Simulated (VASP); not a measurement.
# Re: single point with r2SCAN

The system is Re.

```
Re
1.0
     0.00000    1.95651    1.95651
     1.95651    0.00000    1.95651
     1.95651    1.95651    0.00000
Re
1
Direct
  0.00000 0.00000 0.00000
```

The cell was built by a generator and needn't be a form met in nature.

- Program: VASP 6.6.1
- Task: single point
- Functional: r2SCAN
- Potentials or basis: VASP PAW PBE potentials, release 64 (Re)
- Cutoff: 520 eV
- k mesh: 18 × 18 × 18
- Occupations: gaussian, width 0.05 eV
- Spin: no spin polarisation

```json
{
 "Pressure": "-5.8 GPa",
 "Band gap on the k mesh": "none (metal or under the smearing width)"
}
```

Levels at points of the mesh, in eV from the Fermi level:
```tsv
k point	band 1	band 2	band 3	band 4	band 5	band 6	band 7	band 8
(0.00, 0.00, 0.00)	-10.51	-1.97	-1.97	-1.97	1.35	1.35	14.51	20.51
(0.50, 0.00, 0.00)	-7.08	-2.12	-2.12	0.08	3.86	3.86	10.22	14.00
(0.50, 0.50, 0.00)	-6.95	-6.13	2.76	3.86	4.56	4.56	12.76	12.76
```

Wall time 56 s on 1 thread of Intel(R) Xeon(R) 6975P-C (Granite Rapids) (shared host), peak memory 0.16 GiB.

Caveat: the PAW data sets were made with another functional, which shifts forces and pressure a little. Spin-orbit coupling is left out, which matters for the levels of Re.
